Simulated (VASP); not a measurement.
Sn: relaxation of cell and atoms with LDA

Crystal: Sn.

```
Sn
1.0
    -2.91615    2.91615    1.59115
     2.91615   -2.91615    1.59115
     2.91615    2.91615   -1.59115
Sn
2
Direct
  0.00000 0.00000 0.00000
  0.75000 0.25000 0.50000
```

| Property | Result |
| --- | --- |
| Program | VASP 6.6.1 |
| Task | relaxation of cell and atoms |
| Functional | LDA |
| Potentials or basis | VASP PAW LDA potentials, release 64 (Sn_d) |
| Cutoff | 600 eV |
| k mesh | 16 × 16 × 16 |
| Occupations | gaussian, width 0.1 eV |
| Spin | no spin polarisation |
| Further INCAR settings | ALGO = Normal; EDIFF = 1e-07; IBRION = 2; EDIFFG = -0.005; NSW = 90; ISIF = 3 |

```yaml
Relaxed_volume: 26.19 Å³/atom
Relaxed_cell: a = 4.383 Å, b = 4.383 Å, c = 4.383 Å, α = 97.30°, β = 97.30°, γ = 138.24°
Space_group_after_relaxing_to_0.05_Å: I4_1/amd (No. 141)
Energy_gained_by_relaxing: 5.5 meV/atom
Ionic_steps: 6
Pressure_after_relaxing: 0.0 GPa
Band_gap_on_the_k_mesh: none (metal or under the smearing width)
```

The path:
```csv
step,energy change (eV),largest force (eV/Å),pressure (GPa),volume (Å³)
1,0.0000,0.0000,-1.81,54.12
2,-0.0094,0.0000,0.76,51.76
3,-0.0107,0.0000,0.05,52.35
4,-0.0110,0.0000,0.04,52.37
5,-0.0111,0.0000,0.02,52.38
6,-0.0111,0.0000,0.01,52.38
```

Final structure:
```yaml
crystal:
  lattice:
    - [-2.89540, 2.89540, 1.56204]
    - [2.89540, -2.89540, 1.56204]
    - [2.89540, 2.89540, -1.56204]
  atoms:
    - { symbol: Sn, position: [0.00000, 0.00000, 0.00000] }
    - { symbol: Sn, position: [0.75000, 0.25000, 0.50000] }
```

Levels at points of the mesh, in eV from the Fermi level:
```
           k point  band 11  band 12  band 13  band 14  band 15  band 16  band 17  band 18
(0.00, 0.00, 0.00)   -11.43    -3.73    -2.11    -2.11     2.98     6.25     6.25     7.16
(0.50, 0.00, 0.00)    -6.99    -5.51    -2.35    -1.82    -1.16     2.29     2.88     4.81
(0.50, 0.50, 0.00)    -9.14    -9.14     0.54     0.54     1.55     1.55     6.27     6.27
(0.50, 0.50, 0.50)    -7.74    -7.74    -5.00    -5.00     5.32     5.32     9.48     9.48
```

It took 11 min on 1 thread of Intel(R) Xeon(R) 6975P-C (Granite Rapids) (shared host), peak memory 0.46 GiB.

LDA usually gives volumes a few per cent too small. Zero-point motion and thermal expansion aren't in these numbers.
